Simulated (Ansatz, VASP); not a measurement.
# Two plane-wave programs on Mo

```
Mo
1.0
    -1.58022    1.58022    1.58022
     1.58022   -1.58022    1.58022
     1.58022    1.58022   -1.58022
Mo
1
Cartesian
  0.0000 0.0000 0.0000
```

Alike in both runs: functional PBE; k mesh 18 × 18 × 18; occupations gaussian, width 0.1 eV; no spin polarisation.

Ansatz relaxed the structure, and its values are those at the end. VASP's run is a single point on that final structure, the one shown.

|  | VASP | Ansatz |
| --- | --- | --- |
| version | VASP 6.6.1 | Ansatz 0.2.0 |
| potentials or method | VASP PAW PBE potentials, release 64 (Mo_sv) | scalar-relativistic, plane waves, PAW |
| plane-wave cutoff (eV) | 520 | 420 |
| valence electrons in the cell | 14 | 14 |

VASP gave:

| Quantity | Value |
| --- | --- |
| gap on the k mesh at the Fermi level (eV) | none |
| pressure (GPa) | 0.5 |

**Question.** Estimate Ansatz's values.

**Answer.** gap on the k mesh at the Fermi level (eV): none; pressure (GPa): 0.0.

A gap of «none» marks a metal or a gap that the smearing closes. With one functional, cell and mesh, what is left measures potentials, basis and numerics.
